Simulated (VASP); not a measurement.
A run of VASP 6.6.1 is set up as follows.

INCAR

```
SYSTEM = Ge
AGGAC = 1.0 ; AGGAX = 1.0
ALDAC = 0.0 ; ALDAX = 1.0
ALGO = Fast ; EDIFF = 1E-7
EDIFFG = -0.005 ; ENCUT = 600
GGA = B5 ; IBRION = 2
ISIF = 3 ; ISMEAR = -1
IVDW = 11 ; LASPH = .TRUE.
LCHARG = .FALSE. ; LREAL = .FALSE.
LWAVE = .FALSE. ; NELM = 100
NSW = 40 ; PREC = Accurate
SIGMA = 0.05 ; VDW_S6 = 1.0
VDW_S8 = 1.682 ; VDW_SR = 1.094
VDW_SR8 = 1.0
```

File KPOINTS:

```
k-points
0
G
  8 8 8
  0 0 0
```

Contents of POSCAR:

```
Ge
1.0
    0.0000000000      2.8289100000      2.8289100000
    2.8289100000      0.0000000000      2.8289100000
    2.8289100000      2.8289100000      0.0000000000
Ge
2
Direct
    0.7500000000      0.7500000000      0.7500000000
    0.5000000000      0.5000000000      0.5000000000
```

Potentials or basis: VASP PAW PBE potentials, release 64 (Ge_d).

The run is started by

```console
$ cat potpaw_PBE.64/Ge_d/POTCAR > POTCAR
$ mpirun -np 1 vasp_std > vasp.out
```

(1) Predict the relaxed cell.

(2) What does it give for the band gap on the k mesh?

(3) What does it give for the relaxed volume?

(4) Predict the space group after relaxing (to 0.05 Å).

## Answers

(1) a = 4.139 Å, b = 4.139 Å, c = 4.139 Å, α = 60.00°, β = 60.00°, γ = 60.00°.

(2) none (metal or under the smearing width).

(3) 25.07 Å³/atom.

(4) Fd-3m (No. 227).

Caveat: the PAW data sets were made with another functional, which shifts forces and pressure a little; the volume moved by +11 % from the deposited cell, more than functionals usually miss; pairwise dispersion overbinds metals, which lowers pressure and volume; this crystal is a semiconductor, whose small gap the functional closes, so the metal is an error of the method.

The cell as given is a measured one (22.64 Å³/atom); BLYP+D3 puts the equilibrium volume +10.7 % from it, thermal expansion not counted.
